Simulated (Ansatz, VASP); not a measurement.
Two plane-wave programs on Lu

```xyz
1
Lattice="0.0000 2.3083 2.3083 2.3083 0.0000 2.3083 2.3083 2.3083 0.0000" Properties=species:S:1:pos:R:3 pbc="T T T"
Lu    0.0000    0.0000    0.0000
```

Alike in both runs: task single point; functional LDA; k mesh 13 × 13 × 13; occupations fermi-dirac, width 0.1 eV; no spin polarisation.

```csv
,VASP,Ansatz
version,VASP 6.6.1,Ansatz 0.2.0
potentials or method,"VASP PAW PBE potentials, release 64 (Lu)","plane waves (420 eV) with PAW, scalar-relativistic"
plane-wave cutoff (eV),520,420
valence electrons in the cell,25,25
```

Ansatz gave:

* pressure (GPa): 2.3

**Question.** Estimate VASP's values.

**Answer.** Pressure (GPa): 2.5.

Ansatz warned: «pseudo_functional_mismatch».

Caveats: the PAW data sets were made with another functional, which shifts forces and pressure a little (VASP). Spin-orbit coupling is left out, which matters for the levels of Lu.
